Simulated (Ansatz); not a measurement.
# Eu: the cost of one run

Program: Ansatz 0.2.0. Level of theory: DFT PBE+U (U_eff = 6 eV on Eu 4f), scalar-relativistic, plane waves, PAW. These are calculated values, not measurements.

### 1 Starting point

Symmetry: Im-3m, No. 229, cubic system. The conventional cell has a = 4.565 Å, b = 4.565 Å, c = 4.565 Å, α = 90.00°, β = 90.00°, γ = 90.00°. Eu (site symmetry m-3m) is surrounded by 8 Eu at 3.95 Å.

As a file:

```
Eu
1.0
    -2.28261    2.28261    2.28261
     2.28261   -2.28261    2.28261
     2.28261    2.28261   -2.28261
Eu
1
Direct
  0.00000 0.00000 0.00000
```

This cell comes from an earlier session at PBE+U (U_eff = 6 eV on Eu 4f): 47.573 Å³/atom at 0.00 GPa, on a 14×14×14 mesh.

### 2 Coarse mesh, to find the state of the open shells

input.yaml

```yaml
crystal:
  lattice:
    - [4.5652269538, 0.0, 0.0]
    - [0.0, 4.5652269538, 0.0]
    - [0.0, 0.0, 4.5652269538]
  atoms:
    - { symbol: Eu, position: [0.0, 0.0, 0.0], spin: 7.0 }
    - { symbol: Eu, position: [0.5, 0.5, 0.5], spin: 7.0 }
basis:
  ecutwfc: 420
  ecutrho_ratio: 4
kpoints:
  mp_grid: { grid: [3, 3, 3] }
hamiltonian:
  xc: pbe
  hubbard: { sites: [{ species: Eu, l: f, u_eff: 6.0 }] }
scf:
  occupations: { method: gaussian, width: 0.05 }
output:
  forces: true
  stress: true
  eigenvalues: true
  populations: true
  hubbard: { sites: [{ species: Eu, l: f }] }
magnetization:
  spin_polarized: true
```

Started as:

```sh
$ ansatz run input.yaml --threads 1 --pin off --max-ram 2560MiB --backend cpu --events-out ev --progress --plain --runs-dir out
```

**Question.** How long does this run take on 1 thread of Arm Neoverse V2, shared host, and how much memory does it need?

About 6.7 s, with a peak of 0.36 GiB.
